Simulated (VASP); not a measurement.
Crystal: SH2, in a box.

```xyz
3
Lattice="12.3256 0.0000 0.0000 0.0000 12.8256 0.0000 0.0000 0.0000 13.3256" Properties=species:S:1:pos:R:3 pbc="T T T"
S     6.4591    6.5190    6.1296
H     6.2891    5.5091    7.0094
H     5.7189    7.3562    6.8872
```

Base run:

- Program: VASP 6.6.1
- Functional: optB86b-vdW
- Potentials or basis: VASP PAW PBE potentials, release 64 (S, H)
- Cutoff: 400 eV
- k mesh: 1 × 1 × 1
- Occupations: gaussian, width 0.01 eV
- Spin: no spin polarisation

Its results: gap between the frontier levels 5.16 eV; largest force 0.019 eV/Å.

Question: The run is repeated on the same cell with these changes: functional from optB86b-vdW to RPBE. What comes out?

Answer: Gap between the frontier levels 5.29 eV; largest force 0.006 eV/Å.

Caveats: the PAW data sets were made with another functional, which shifts forces and pressure a little.

A k mesh can miss the band edges.

Not every run made on this cell is shown here.
